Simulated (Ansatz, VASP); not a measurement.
Al in VASP and in Ansatz

```
Al
1.0
    -1.55067    1.55067    1.55067
     1.55067   -1.55067    1.55067
     1.55067    1.55067   -1.55067
Al
1
Direct
  0.00000 0.00000 0.00000
```

Change from the starting cell: volume scaled by 0.92, LAPW.

Alike in both runs: task single point; functional LDA; k mesh 19 × 19 × 19; occupations fermi-dirac, width 0.08 eV; no spin polarisation.

|  | VASP | Ansatz |
| --- | --- | --- |
| version | VASP 6.6.1 | Ansatz 0.2.0 |
| potentials or method | VASP PAW LDA potentials, release 64 (Al), cutoff 520 eV | all-electron LAPW, scalar-relativistic |

VASP gave:

| Property | Result |
| --- | --- |
| pressure (GPa) | 7.6 |

Task: Which values does Ansatz return?

Result: Pressure (GPa): 7.5.

Ansatz ran all-electron here, so the differences hold the error of VASP's frozen core and of both bases.
